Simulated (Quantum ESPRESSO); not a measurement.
TiSe:

```xyz
4
Lattice="3.5590 0.0000 0.0000 -1.7795 3.0822 0.0000 0.0000 0.0000 6.2200" Properties=species:S:1:pos:R:3 pbc="T T T"
Se    1.7795    1.0274    4.6650
Se    0.0000    2.0548    1.5550
Ti    0.0000    0.0000    3.1100
Ti    0.0000    0.0000    0.0000
```

Program: Quantum ESPRESSO 7.5. Alike in all runs: task single point; level PBEsol+U; potentials or basis GBRV 1.5 PBEsol; no spin polarisation; cell as given; k mesh 9 × 9 × 5; cutoff (eV) 612; smearing fermi-dirac 0.05 eV.

Q: Order these runs on this cell by their pressure, lowest first.
A. U Ti d U = 5 eV
B. U Ti d U = 2 eV
C. U Ti d U = 6 eV
D. U Ti d U = 4 eV
E. U Ti d U = 3 eV

A: B (2.2 GPa), E (3.7 GPa), D (5.3 GPa), A (7.2 GPa), C (9.2 GPa).

Caveats: U without spin polarisation on a metal has little footing.
